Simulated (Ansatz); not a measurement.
Crystal: MnO2.

```
Mn O
1.0
     2.90416    0.00000    0.00000
     0.00000    3.84481    0.00000
     0.00000    0.00000    6.16426
Mn O
2 4
Direct
  0.50000 0.50000 0.34330
  0.00000 0.00000 0.65670
  0.50000 0.00000 0.83757
  0.00000 0.50000 0.16243
  0.50000 0.00000 0.42180
  0.00000 0.50000 0.57820
```

Measurements of this composition are mostly on another form, of space group No. 136.

Base run:

- Program: Ansatz 0.2.0
- Functional: r2SCAN
- Potentials or basis: Ansatz PAW
- Cutoff: 500 eV (not typed: the program's choice for these potentials)
- k mesh: 7 × 5 × 4
- Occupations: fermi-dirac, width 0.05 eV
- Spin: no spin polarisation

Its results: band gap on the k mesh none (metal or under the smearing width); pressure -22.5 GPa; largest force 3.406 eV/Å.

Problem. The run is repeated on the same cell with these changes: spin from no spin polarisation to collinear spin, ferromagnetic start. What comes out?

Solution. Band gap on the k mesh none (metal or under the smearing width); pressure -12.6 GPa; net moment 6.00 μB per cell; site moments Mn +2.53; O +0.06, -0.02 μB; largest force 1.058 eV/Å.

Caveats: semilocal functionals often make such compounds metallic where correlation or magnetic order opens a gap, which also shifts bond lengths; the PAW data sets come from PBE, with cores solved anew for the run's functional, which leaves a small shift of forces and pressure; forces of over 1 eV/Å show positions far from the minimum, so gaps and moduli don't describe the material at rest; the magnetic or orbital state may not be the lowest (some runs).
